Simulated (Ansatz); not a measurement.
A plane-wave DFT run in Ansatz 0.2.0 (scalar-relativistic PAW potentials unless the input names others): input and command.

```yaml
crystal:
  lattice:
    - [6.1721205408, 0.0, 0.0]
    - [0.0, 6.1721205408, 0.0]
    - [0.0, 0.0, 4.7474711375]
  atoms:
    - { symbol: Al, position: [0.157824531, 0.342175469, 0.0] }
    - { symbol: Al, position: [0.157824531, 0.657824531, 0.5] }
    - { symbol: Al, position: [0.842175469, 0.342175469, 0.5] }
    - { symbol: Al, position: [0.842175469, 0.657824531, 0.0] }
    - { symbol: Al, position: [0.657824531, 0.842175469, 0.5] }
    - { symbol: Al, position: [0.657824531, 0.157824531, 0.0] }
    - { symbol: Al, position: [0.342175469, 0.842175469, 0.0] }
    - { symbol: Al, position: [0.342175469, 0.157824531, 0.5] }
    - { symbol: Cu, position: [0.0, 0.0, 0.75] }
    - { symbol: Cu, position: [0.0, 0.0, 0.25] }
    - { symbol: Cu, position: [0.5, 0.5, 0.25] }
    - { symbol: Cu, position: [0.5, 0.5, 0.75] }
basis:
  ecutwfc: 420
kpoints:
  mp_grid: { grid: [6, 6, 8] }
hamiltonian:
  xc: pbesol
scf:
  occupations: { method: tetrahedron_uncorrected }
  lower_state_search: light
output:
  forces: true
  eigenvalues: true
  stress: true
```

```bash
ansatz run input.yaml --threads 1 --pin off --max-ram 2560MiB --backend cpu --events-out ev --progress --plain --runs-dir out
```

Abridged log:
```
Pseudopotentials: kind: paw
Pseudopotential: Al, paw, valence charge 3, recommended cutoff 420 eV (normal)
Pseudopotential: Cu, paw, valence charge 19, recommended cutoff 420 eV (normal)
Functional definition: PBEsol
Crystal: 12 atoms, lattice volume = 180.855 Å³
Basis set: ecut = 420 eV, 3507 PW (Γ), exchange–correlation on 90×90×64 points (8 copies of the dense FFT grid, shifted against one another)
Bands: 62, of which v1, the nominal top of the filled ones, is band 50 counted from 1 (49 counted from 0)
Symmetry: 32 space group operations
Space group: I4/mcm (ITA 140), of the structure as read, at distance tolerance 5.7e-5 Å
k-points: 50 of 288
Initial density: superposition of atomic densities (neutral atoms: chi_scale 0, normalization atom), corrected by the library's trained network
Initial wavefunctions: pseudopotential atomic-orbital guess
Functional: x = pbesol(κ = 0.804, μ = 0.12345679), c = pbesol(β = 0.046)
SCF iter   1: F=—  HF=-30553.217788 eV  |F-HF|=—  |Δ(HF+E_count)|=         —  Δρ=5.83e-3  dr2=3.28e-2  ethr=1.77e-3  ⟨swp⟩=6.2  Hψ=12365  notcnv=0  defer=37
SCF iter   2: F=—  HF=-30553.217011 eV  |F-HF|=—  |Δ(HF+E_count)|=   7.77e-4  Δρ=5.43e-3  dr2=5.41e-2  ethr=3.28e-5  ⟨swp⟩=2.3  Hψ=6532  notcnv=0  defer=190
SCF iter   3: F=—  HF=-30553.208288 eV  |F-HF|=—  |Δ(HF+E_count)|=   8.72e-3  Δρ=1.49e-3  dr2=5.87e-3  ethr=3.28e-5  ⟨swp⟩=2.0  Hψ=4714  notcnv=0  defer=190
SCF iter   4: F=—  HF=-30553.206575 eV  |F-HF|=—  |Δ(HF+E_count)|=   1.71e-3  Δρ=2.15e-4  dr2=6.30e-5  ethr=5.87e-6  ⟨swp⟩=2.6  Hψ=5055  notcnv=0  defer=190
SCF iter   5: F=—  HF=-30553.206442 eV  |F-HF|=—  |Δ(HF+E_count)|=   1.33e-4  Δρ=9.77e-5  dr2=1.24e-5  ethr=6.30e-8  ⟨swp⟩=2.2  Hψ=3407  notcnv=0  defer=190
SCF iter   6: F=—  HF=-30553.206439 eV  |F-HF|=—  |Δ(HF+E_count)|=   2.90e-6  Δρ=3.17e-5  dr2=1.15e-6  ethr=1.24e-8  ⟨swp⟩=2.0  Hψ=4843  notcnv=0  defer=190
SCF iter   7: F=—  HF=-30553.206439 eV  |F-HF|=—  |Δ(HF+E_count)|=   4.07e-8  Δρ=1.41e-5  dr2=2.34e-7  ethr=1.15e-9  ⟨swp⟩=2.0  Hψ=3239  notcnv=0  defer=190
SCF iter   8: F=-30553.206439 eV  HF=-30553.206439 eV  |F-HF|=2.47e-9  |Δ(HF+E_count)|=   5.73e-8  Δρ=2.05e-6  dr2=6.34e-9  ethr=1.00e-10  ⟨swp⟩=7.3  Hψ=11438  notcnv=0
SCF 1 converged in 8 iterations: F = -30553.206439 eV  dr2 = 6.34e-9
SCF converged after 8 iterations
Free energy (F): -30553.206439 eV
Harris-Foulkes:  -30553.206439 eV  (|F-HF|=2.47e-9)
Internal energy: -30553.204147 eV  (E = F + TS)
E sigma→0 (E₀):  -30553.206439 eV
Entropy (-TS):   -0.002292 eV (-0.191 meV/atom)
Fermi energy:    10.210545 eV
--- Forces (eV/Å), atoms counted from 1 ---
  atom   1  Al     0.00503906    -0.00503906     0.00000000
  atom   2  Al     0.00503906     0.00503906     0.00000000
  atom   3  Al    -0.00503906    -0.00503906     0.00000000
  atom   4  Al    -0.00503906     0.00503906     0.00000000
  atom   5  Al     0.00503906    -0.00503906     0.00000000
  atom   6  Al     0.00503906     0.00503906     0.00000000
  atom   7  Al    -0.00503906    -0.00503906     0.00000000
  atom   8  Al    -0.00503906     0.00503906     0.00000000
  atom   9  Cu     0.00000000     0.00000000     0.00000000
  atom  10  Cu     0.00000000     0.00000000     0.00000000
  atom  11  Cu     0.00000000     0.00000000     0.00000000
  atom  12  Cu     0.00000000     0.00000000     0.00000000
--- Stress (GPa, compression-positive) ---
       -6.015815       0.000000       0.000000
        0.000000      -6.015815       0.000000
        0.000000       0.000000      -0.210120
  P = ⅓ Tr σ = -4.0806 GPa (-40.806 kbar)
```

Apart from outputs, empty bands and the relaxation, which only the reference makes, the input differs from a reference run on usual settings in scf.occupations.width: 0.1 → not typed; scf.occupations.method: "gaussian" → "tetrahedron_uncorrected"; scf.lower_state_search: not typed → "light". The reference, at the same geometry, ended its own course with pressure -4.02 GPa, largest force 0.000 eV/Å, no gap on the mesh. This run converged in 8 SCF iterations with an energy at zero smearing 14.71 meV/atom above the reference's, pressure -4.08 GPa, largest force 0.007 eV/Å, no gap on the mesh.

It took 16 s on 1 thread of Intel(R) Xeon(R) 6975P-C (Granite Rapids) (shared host), peak memory 0.72 GiB.